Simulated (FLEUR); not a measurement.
# AlN (P6_3/mmc) in FLEUR: a series of runs

The runs below take AlN through single point, with PBE.

All numbers are computed with FLEUR MaX-R8.1 (patched build s14); they aren't measurements. Logs are shortened: lines on timing, memory, paths and dates and some standing lists are left out, and cuts for length are marked.

## Step 1: The structure

The structure is hexagonal, space group P6_3/mmc (No. 194). Conventional cell: a = 3.312 Å, b = 3.312 Å, c = 4.188 Å, α = 90.00°, β = 90.00°, γ = 120.00°. Around Al (site symmetry -6m2) lie 5 N at 1.91 to 2.09 Å. Around N (site symmetry -6m2) lie 5 Al at 1.91 to 2.09 Å.

Measurements of this composition are mostly on another form, of space group No. 186.

## Step 2: Single point, PBE

The input, inp.xml:

```xml
<?xml version="1.0" encoding="UTF-8" standalone="no"?>
<fleurInput fleurInputVersion="0.39">
   <comment>
      AlN                                                                                                 
   </comment>
   <calculationSetup>
      <cutoffs Kmax="4.6" Gmax="14.3" GmaxXC="14.3" numbands="0"/>
      <scfLoop itmax="60" minDistance="0.00001" maxIterBroyd="15" imix="Anderson" alpha="0.05" precondParam="0.0" spinf="2.0"/>
      <coreElectrons ctail="T" frcor="F" kcrel="0" coretail_lmax="0"/>
      <xcFunctional name="pbe" relativisticCorrections="F"/>
      <magnetism jspins="1"/>
      <soc l_soc="F" theta="0.0" phi="0.0" spav="F"/>
      <expertModes spex="0" secvar="F"/>
      <geometryOptimization l_f="T" forcealpha="1.0" forcemix="BFGS" epsdisp="0.0005" epsforce="0.0002"/>
      <ldaU l_linMix="F" mixParam="0.05" spinf="1.0"/>
   </calculationSetup>
   <cell>
      <bzIntegration valenceElectrons="32.0" mode="hist" fermiSmearingEnergy="0.00183747">
         <kPointListSelection listName="default-1"/>
         <!-- k-points included here -->
         <xi:include xmlns:xi="http://www.w3.org/2001/XInclude" href="kpts.xml"> </xi:include>
      </bzIntegration>
      <!-- symmetry operations included here -->
      <xi:include xmlns:xi="http://www.w3.org/2001/XInclude" href="sym.xml"> </xi:include>
      <bulkLattice scale="1.0">
         <bravaisMatrix>
            <row-1>    6.2589916449783676     0.0000000000000000     0.0000000000000000</row-1>
            <row-2>   -3.1294958224891838     5.4204457666765755     0.0000000000000000</row-2>
            <row-3>    0.0000000000000000     0.0000000000000000     7.9133471995083493</row-3>
         </bravaisMatrix>
      </bulkLattice>
   </cell>
   <atomSpecies>
      <species name="Aluminum (Al)" element="Al" atomicNumber="13">
         <mtSphere radius="1.74" gridPoints="593" logIncrement="0.019"/>
         <atomicCutoffs lmax="7" lnonsphr="5"/>
         <electronConfig flipSpins="F">
            <coreConfig>(1s1/2)</coreConfig>
            <valenceConfig>(2s1/2) (2p1/2) (2p3/2) (3s1/2) (3p1/2) (3p3/2)</valenceConfig>
            <stateOccupation state="(3p1/2)" spinUp="0.166667" spinDown="0.166667"/>
            <stateOccupation state="(3p3/2)" spinUp="0.333333" spinDown="0.333333"/>
         </electronConfig>
         <energyParameters s="3" p="3" d="3" f="4"/>
         <lo type="SCLO" l="0" n="2" eDeriv="0"/>
         <lo type="SCLO" l="1" n="2" eDeriv="0"/>
         <lo type="SCLO" l="2" n="3" eDeriv="2"/>
         <lo type="SCLO" l="3" n="4" eDeriv="2"/>
      </species>
      <species name="Nitrogen (N)" element="N" atomicNumber="7">
         <mtSphere radius="1.51" gridPoints="513" logIncrement="0.02"/>
         <atomicCutoffs lmax="6" lnonsphr="4"/>
         <electronConfig flipSpins="F">
            <coreConfig>(1s1/2)</coreConfig>
            <valenceConfig>(2s1/2) (2p1/2) (2p3/2)</valenceConfig>
            <stateOccupation state="(2p1/2)" spinUp="0.500000" spinDown="0.500000"/>
            <stateOccupation state="(2p3/2)" spinUp="1.000000" spinDown="1.000000"/>
         </electronConfig>
         <energyParameters s="2" p="2" d="3" f="4"/>
         <lo type="SCLO" l="0" n="2" eDeriv="2"/>
         <lo type="SCLO" l="1" n="2" eDeriv="2"/>
         <lo type="SCLO" l="2" n="3" eDeriv="2"/>
      </species>
   </atomSpecies>
   <atomGroups>
      <atomGroup species="Aluminum (Al)">
         <relPos label="                   1">-1.000/3.000 1.000/3.000 1.000/4.000</relPos>
         <relPos label="                   2">1.000/3.000 -1.000/3.000 -1.000/4.000</relPos>
         <force calculate="T" relaxXYZ="TTT"/>
      </atomGroup>
      <atomGroup species="Nitrogen (N)">
         <relPos label="                   3">-1.000/3.000 1.000/3.000 -1.000/4.000</relPos>
         <relPos label="                   4">1.000/3.000 -1.000/3.000 1.000/4.000</relPos>
         <force calculate="T" relaxXYZ="TTT"/>
      </atomGroup>
   </atomGroups>
   <output dos="F" band="F" slice="F">
      <checks vchk="F" cdinf="F"/>
      <bandDOS minEnergy="-.5*Htr" maxEnergy="0.5*Htr" sigma="0.015" storeEVData="T"/>
      <vacuumDOS vacdos="F" integ="F" star="F" nstars="0" locx1="0.0" locy1="0.0" locx2="0.0" locy2="0.0" nstm="0" tworkf="0.0"/>
      <unfoldingBand unfoldBand="F" supercellX="1" supercellY="1" supercellZ="1"/>
      <plotting iplot="0" polar="F">
         <plot TwoD="T" vec1="  1.0  0.0  0.0" vec2="  0.0  1.0  0.0" vec3="  0.0  0.0  1.0" zero="  0.0  0.0  0.0" file="plot"/>
      </plotting>
      <chargeDensitySlicing numkpt="0" minEigenval="0.0" maxEigenval="0.0" nnne="0" pallst="F"/>
      <specialOutput eonly="F"/>
      <magneticCircularDichroism mcd="F" energyLo="-10.0" energyUp="0.0"/>
   </output>
  <!-- We include the file relax.xml here to enable relaxations (see documentation) -->
  <xi:include xmlns:xi="http://www.w3.org/2001/XInclude" href="relax.xml"> <xi:fallback/> </xi:include>
</fleurInput>
```

The input, crystal.txt:

```
AlN
&input cartesian=F /
3.3121157418  0.0000000000  0.0000000000
-1.6560578709  2.8683763727  0.0000000000
0.0000000000  0.0000000000  4.1875630000
1.8897261246
1.0 1.0 1.0

4
13 0.6666666667  0.3333333333  0.2500000000
13 0.3333333333  0.6666666667  0.7500000000
7 0.6666666667  0.3333333333  0.7500000000
7 0.3333333333  0.6666666667  0.2500000000

&kpt div1=9 div2=9 div3=7 gamma=T /
```

Potentials or basis: all-electron, FLAPW.

On the command line:

```
> inpgen -f crystal.txt -profile fastHighL
> # inp.xml edited to the form shown
> fleur
```

Log:

```text
Welcome to FLEUR        (www.flapw.de)
      MaX-Release 8.1          (www.max-centre.eu)

 ========== k-point set info ==========
 Selected k-point list: default-1
 k-point list type: mesh
 9 x 9 x 7
 Number of k points: 48

 ------------Calculation Setup---------------------------
 Number of OMP-threads    :            1
 Number of basis functions:          566
 Approximate size of matrices (H+S) per k-point:         0.005 GB
 --------------------------------------------------------
 Iteration:     1   Distance:      27.27521565 me/bohr^3
 Iteration:     2   Distance:      23.67729947 me/bohr^3
 Iteration:     3   Distance:       7.87256258 me/bohr^3
 Iteration:     4   Distance:       4.71755224 me/bohr^3
 Iteration:     5   Distance:       0.64414227 me/bohr^3
 Iteration:     6   Distance:       0.59872301 me/bohr^3
 Iteration:     7   Distance:       0.13935628 me/bohr^3
 Iteration:     8   Distance:       0.09155053 me/bohr^3
 Iteration:     9   Distance:       0.02216561 me/bohr^3
 Iteration:    10   Distance:       0.00224211 me/bohr^3
 Iteration:    11   Distance:       0.00169739 me/bohr^3
 Iteration:    12   Distance:       0.00011135 me/bohr^3
 Iteration:    13   Distance:       0.00005662 me/bohr^3
 Iteration:    14   Distance:       0.00000691 me/bohr^3

 ********************************************************************
 Run finished successfully
 Stop message:
   Structural relaxation: Done
 ********************************************************************
```

out.xml (last iteration):

```text
<iteration numberForCurrentRun="   15" overallNumber="   15">
         <energyParameters units="Htr">
            <atomicEP atomType="1" spin="1" branch="3s" branchLowest="-3.41" branchHighest="3.16" value="-0.0726468634"/>
            <atomicEP atomType="1" spin="1" branch="3p" branchLowest="-1.97" branchHighest="3.52" value="0.0582784809"/>
            <atomicEP atomType="1" spin="1" branch="3d" branchLowest="-9.99" branchHighest="3.28" value="0.2207120820"/>
            <atomicEP atomType="1" spin="1" branch="4f" branchLowest="-9.99" branchHighest="6.45" value="0.3828332675"/>
            <loAtomicEP atomType="1" spin="1" branch="2s" branchLowest="-54.99" branchHighest="-3.41" value="-3.4398819482"/>
            <loAtomicEP atomType="1" spin="1" branch="2p" branchLowest="-9.99" branchHighest="-1.97" value="-2.0241019036"/>
            <loAtomicEP atomType="1" spin="1" branch="3d" branchLowest="-9.99" branchHighest="3.28" value="0.2207105479"/>
            <loAtomicEP atomType="1" spin="1" branch="4f" branchLowest="-9.99" branchHighest="6.45" value="0.3828321523"/>
            <atomicEP atomType="2" spin="1" branch="2s" branchLowest="-13.46" branchHighest="1.17" value="-0.2764755850"/>
            <atomicEP atomType="2" spin="1" branch="2p" branchLowest="-9.99" branchHighest="1.38" value="0.0389711560"/>
            <atomicEP atomType="2" spin="1" branch="3d" branchLowest="-9.99" branchHighest="5.39" value="0.2836041223"/>
            <atomicEP atomType="2" spin="1" branch="4f" branchLowest="-9.99" branchHighest="9.22" value="0.4438581810"/>
            <loAtomicEP atomType="2" spin="1" branch="2s" branchLowest="-13.46" branchHighest="1.17" value="-0.2764755850"/>
            <loAtomicEP atomType="2" spin="1" branch="2p" branchLowest="-9.99" branchHighest="1.38" value="0.0389094925"/>
            <loAtomicEP atomType="2" spin="1" branch="3d" branchLowest="-9.99" branchHighest="5.39" value="0.2836030365"/>
         </energyParameters>
         <eigenvalues>
            <eigenvaluesAt spin="1" ikpt="1" k_x="0.00000000" k_y="0.00000000" k_z="0.00000000">
                      -3.4397250350       -3.4396026901       -2.0243523065       -2.0235711573       -2.0232263122
                      -2.0232263122       -2.0229821582       -2.0229821582       -0.3043821477       -0.1714818291
                       0.0604305436        0.1925160808        0.1925160808        0.2534436658        0.2534436658
                       0.3125730417        0.4325665477        0.4745560057        0.6154722046        0.6154722046
                       0.7255439381        0.7255439381        0.7466833275        0.7510775636        0.7510775636
            </eigenvaluesAt>
            <eigenvaluesAt spin="1" ikpt="2" k_x="0.00000000" k_y="0.00000000" k_z="0.14285714">
                      -3.4397179615       -3.4396082877       -2.0243074402       -2.0235953224       -2.0232115132
                      -2.0232115132       -2.0229906524       -2.0229906524       -0.2998133880       -0.1822564744
[... 21 lines left out ...]
         <FermiEnergy value="0.3125730417" units="Htr"/>
         <valenceDensity>
            <mtCharges spin="1">
               <mtCharge atomType="1" total="8.5446405" s="2.2161371" p="6.2221148" d="0.0946896" f="0.0100141"/>
               <mtCharge atomType="2" total="3.7890127" s="1.2001224" p="2.5828651" d="0.0053882" f="0.0005114"/>
            </mtCharges>
            <spinDependentCharge spin="1" total="32.0000000" interstitial="7.3326937" mtSpheres="24.6673063"/>
            <totalCharge value="32.0000000000"/>
         </valenceDensity>
         <coreStates atomType="     1" atomicNumber=" 13" spin="1" kinEnergy="    159.3080974952" eigValSum="   -109.9796465175" lostElectrons=" 0.000000">
            <state n="1" l="0" j="0.5" energy="-54.9898232587" weight="1.0000000000"/>
         </coreStates>
         <coreStates atomType="     2" atomicNumber="  7" spin="1" kinEnergy="     44.1134369962" eigValSum="    -26.9214402133" lostElectrons=" 0.000004">
            <state n="1" l="0" j="0.5" energy="-13.4607201067" weight="1.0000000000"/>
         </coreStates>
         <allElectronCharges>
            <spinDependentCharge spin="1" total="40.0000000" interstitial="7.3327018" mtSpheres="32.6672982"/>
            <totalCharge value="39.9999999990"/>
         </allElectronCharges>
         <totalEnergy                                    value="     -595.3488602011" units="Htr">
            <sumOfEigenvalues                            value="     -310.6479154317">
               <coreElectrons value="-273.8021734616"/>
               <valenceElectrons value="-36.8457419701"/>
            </sumOfEigenvalues>
            <densityCoulombPotentialIntegral value="-840.6274790158"/>
            <densityEffectivePotentialIntegral value="-906.7435387367"/>
            <chargeDenXCDenIntegral value="-51.2669184648"/>
            <FockExchangeEnergyValence value="0.0000000000"/>
            <FockExchangeEnergyCore value="0.0000000000"/>
            <atomTypeDependentContributions atomType="1">
               <electronNucleiInteractionDifferentMTs value="569.2703398686"/>
               <MadelungTerm value="-17.9985370902"/>
            </atomTypeDependentContributions>
            <atomTypeDependentContributions atomType="2">
               <electronNucleiInteractionDifferentMTs value="125.6774874122"/>
               <MadelungTerm value="-6.9174611624"/>
            </atomTypeDependentContributions>
            <tkbTimesEntropy value="0.0000000000"/>
            <freeEnergy value="-595.3488602011"/>
            <extrapolationTo0K value="-595.3488602011"/>
         </totalEnergy>
         <totalForcesOnRepresentativeAtoms units="Htr/bohr">
            <forceTotal atomType="1" x="-3.129496" y="1.806815" z="1.978337" F_x="0.00000000" F_y="0.00000000" F_z="0.00000000"/>
            <forceTotal atomType="2" x="-3.129496" y="1.806815" z="-1.978337" F_x="0.00000000" F_y="0.00000000" F_z="0.00000000"/>
         </totalForcesOnRepresentativeAtoms>
      </iteration>
```

Wall time 57 s (1 thread of Intel Xeon Platinum 8488C (Sapphire Rapids), shared host); peak memory 0.04 GiB.

Results:

| Property | Result |
| --- | --- |
| Free energy | -16200.2678 eV |
| Band gap on the k mesh | 3.27 eV, direct |
| Valence electrons inside the program's atomic spheres | Al 8.54; N 3.79 (radii Al 1.74, N 1.51 bohr) |

Core levels (eV from the Fermi level):
```tsv
atom	levels
1 Al	1s1/2 -1504.9
2 Al	1s1/2 -1504.9
3 N	1s1/2 -374.8
4 N	1s1/2 -374.8
```

Caveat: an odd mesh through Γ misses points on the zone boundary, where band edges often lie.

## Step 3: Single point, PBE (atoms moved at random, drawn with an rms of 0.05 Å)

inp.xml: that of step 2 with these lines changed.

```diff
@@ -34,3 +34,3 @@
       <species name="Aluminum (Al)" element="Al" atomicNumber="13">
-         <mtSphere radius="1.74" gridPoints="593" logIncrement="0.019"/>
+         <mtSphere radius="1.74" gridPoints="569" logIncrement="0.02"/>
          <atomicCutoffs lmax="7" lnonsphr="5"/>
@@ -49,3 +49,3 @@
       <species name="Nitrogen (N)" element="N" atomicNumber="7">
-         <mtSphere radius="1.51" gridPoints="513" logIncrement="0.02"/>
+         <mtSphere radius="1.51" gridPoints="493" logIncrement="0.021"/>
          <atomicCutoffs lmax="6" lnonsphr="4"/>
@@ -65,4 +65,7 @@
       <atomGroup species="Aluminum (Al)">
-         <relPos label="                   1">-1.000/3.000 1.000/3.000 1.000/4.000</relPos>
-         <relPos label="                   2">1.000/3.000 -1.000/3.000 -1.000/4.000</relPos>
+         <relPos label="                   1">-.3301250000 .3198000000 .2522210000</relPos>
+         <force calculate="T" relaxXYZ="TTT"/>
+      </atomGroup>
+      <atomGroup species="Aluminum (Al)">
+         <relPos label="                   2">10.000/31.000 -.3285570000 -.2454610000</relPos>
          <force calculate="T" relaxXYZ="TTT"/>
@@ -70,4 +73,7 @@
       <atomGroup species="Nitrogen (N)">
-         <relPos label="                   3">-1.000/3.000 1.000/3.000 -1.000/4.000</relPos>
-         <relPos label="                   4">1.000/3.000 -1.000/3.000 1.000/4.000</relPos>
+         <relPos label="                   3">-.3265260000 .3386690000 -.2508930000</relPos>
+         <force calculate="T" relaxXYZ="TTT"/>
+      </atomGroup>
+      <atomGroup species="Nitrogen (N)">
+         <relPos label="                   4">.3320150000 -.3197990000 .2459270000</relPos>
          <force calculate="T" relaxXYZ="TTT"/>
```

The input, crystal.txt:

```
AlN
&input cartesian=F /
3.3121157418  0.0000000000  0.0000000000
-1.6560578709  2.8683763727  0.0000000000
0.0000000000  0.0000000000  4.1875630000
1.8897261246
1.0 1.0 1.0

4
13 0.6698750000  0.3198000000  0.2522210000
13 0.3225800000  0.6714430000  0.7545390000
7 0.6734740000  0.3386690000  0.7491070000
7 0.3320150000  0.6802010000  0.2459270000

&kpt div1=9 div2=9 div3=7 gamma=T /
```

Potentials or basis: all-electron, FLAPW.

On the command line:

```
> inpgen -f crystal.txt -profile fastHighL
> # inp.xml edited to the form shown
> fleur
```

It took 15 min on 1 thread of Intel Xeon Platinum 8488C (Sapphire Rapids), shared host; peak memory 0.2 GiB.

Results (log left out):

```yaml
Free_energy: -16200.1723 eV
Largest_force: 1.453 eV/Å
Band_gap_on_the_k_mesh: 3.26 eV, direct
Valence_electrons_inside_the_program's_atomic_spheres: Al 8.55; N 3.79 (radii Al 1.74, N 1.51 bohr)
```

Forces on the atoms (eV/Å):
```
Al  -0.693  1.276  0.031
Al   0.883  0.086 -0.090
N   -0.781 -0.175 -0.103
N    0.591 -1.185  0.163
```

Levels at points of the mesh, in eV from the valence-band top:
```
           k point  band 14  band 15  band 16  band 17  band 18  band 19
(0.00, 0.00, 0.00)    -1.67    -1.53     0.00     3.26     4.40     8.26
```

Core levels (eV from the Fermi level):
| atom | levels |
| --- | --- |
| 1 Al | 1s1/2 -1504.8 |
| 2 Al | 1s1/2 -1504.8 |
| 3 N | 1s1/2 -374.8 |
| 4 N | 1s1/2 -374.8 |

Caveat: an odd mesh through Γ misses points on the zone boundary, where band edges often lie.
